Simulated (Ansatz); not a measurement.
# MgO: Mg-25 NMR of the central transition

Cell: a Materials Project structure (computed, not necessarily an observed phase).

```yaml
crystal:
  lattice:
    - [1.49745, 0.86456, 19.98221]
    - [-1.49745, 0.86456, 19.98221]
    - [0.00000, -1.72911, 19.98221]
  atoms:
    - { symbol: Mg, position: [0.37561, 0.37561, 0.37561] }
    - { symbol: Mg, position: [0.62439, 0.62439, 0.62439] }
    - { symbol: Mg, position: [0.79227, 0.79227, 0.79227] }
    - { symbol: Mg, position: [0.20773, 0.20773, 0.20773] }
    - { symbol: Mg, position: [0.91544, 0.91544, 0.91544] }
    - { symbol: Mg, position: [0.08456, 0.08456, 0.08456] }
    - { symbol: Mg, position: [0.50000, 0.50000, 0.50000] }
    - { symbol: Mg, position: [0.00000, 0.00000, 0.00000] }
    - { symbol: O, position: [0.14613, 0.14613, 0.14613] }
    - { symbol: O, position: [0.85386, 0.85386, 0.85386] }
    - { symbol: O, position: [0.43842, 0.43842, 0.43842] }
    - { symbol: O, position: [0.56158, 0.56158, 0.56158] }
    - { symbol: O, position: [0.31288, 0.31288, 0.31288] }
    - { symbol: O, position: [0.68712, 0.68712, 0.68712] }
    - { symbol: O, position: [0.26924, 0.26924, 0.26924] }
    - { symbol: O, position: [0.73076, 0.73076, 0.73076] }
```

Atom numbers follow the list; atoms alike are taken as one site, whose name carries the number of the first.

The numbers come from a DFT calculation in Ansatz (r2SCAN, plane waves and PAW (field gradients read without the response of the frozen cores, which leaves them typically 4 to 6 % off), scalar-relativistic, 500 eV cutoff, Γ-centred 9×9×9 k-points, Fermi–Dirac smearing 0.02 eV).

Mg-25 has I = 5/2 and Q = 199.4 mb (Pyykkö 2018); at 21.1 T its Larmor frequency is ν₀ = 55.0 MHz. Only the quadrupole interaction is simulated: positions count from each site's isotropic chemical shift, and J coupling is left out, as are shift anisotropy and dipolar coupling, which fast spinning averages.

**Question.** What does the Mg-25 spectrum (fast magic-angle spinning) show for each site?

**Answer.** 

```json
{"site": "Mg1", "first shell": "6 O at 2.17 Å", "C_Q (MHz)": "-3.73", "η": "0.00", "P_Q (MHz)": "3.73", "δ_QIS (ppm)": "-27.6", "breadth (kHz)": "3.25"}
{"site": "Mg3", "first shell": "6 O at 2.12 Å", "C_Q (MHz)": "-0.208", "η": "0.00", "P_Q (MHz)": "0.208", "δ_QIS (ppm)": "-0.0859", "breadth (kHz)": "0.0101"}
{"site": "Mg5", "first shell": "6 O at 2.12 Å", "C_Q (MHz)": "-0.070", "η": "0.00", "P_Q (MHz)": "0.070", "δ_QIS (ppm)": "-0.00982", "breadth (kHz)": "0.00116"}
{"site": "Mg8", "first shell": "6 O at 2.12 Å", "C_Q (MHz)": "0.079", "η": "0.00", "P_Q (MHz)": "0.079", "δ_QIS (ppm)": "-0.0123", "breadth (kHz)": "0.00145"}
```

δ_QIS = −(ν_Q²/30ν₀²)[I(I+1) − 3/4](1 + η²/3) × 10⁶ ppm with ν_Q = 3|C_Q|/[2I(2I−1)]; it falls as 1/B₀² in ppm, and the breadth as 1/B₀ in kHz.

An axis of threefold or higher order runs through Mg1, Mg3, Mg5 and Mg8, so V_zz lies along it and η is zero.

At this cell the r2SCAN pressure is -5 GPa, so with r2SCAN the cell would shrink if it were relaxed. The entry's cell may itself be off.
